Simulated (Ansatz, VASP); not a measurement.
## Two plane-wave programs on As

```
CELL_PARAMETERS angstrom
1.79429 1.03594 5.08034
-1.79429 1.03594 5.08034
0.00000 -2.07187 5.08034
ATOMIC_POSITIONS crystal
As 0.78856 0.78856 0.78856
As 0.21144 0.21144 0.21144
```

Alike in both runs: task single point; functional r2SCAN; k mesh 9 × 9 × 9; occupations gaussian, width 0.02 eV; no spin polarisation.

```csv
,VASP,Ansatz
version,VASP 6.6.1,Ansatz 0.2.0
potentials or method,"VASP PAW PBE potentials, release 64 (As)","scalar-relativistic, plane waves, PAW"
plane-wave cutoff (eV),520,500
valence electrons in the cell,10,30
```

```tsv
	VASP	Ansatz	Ansatz less VASP
gap on the k mesh at the Fermi level (eV)	0.65	0.67	+0.023
least direct gap on the mesh (eV)	1.39	1.43	+0.044
```

The two sets of potentials don't hold the same shells in valence.

Caveats: an odd mesh through Γ misses points on the zone boundary, where band edges often lie.
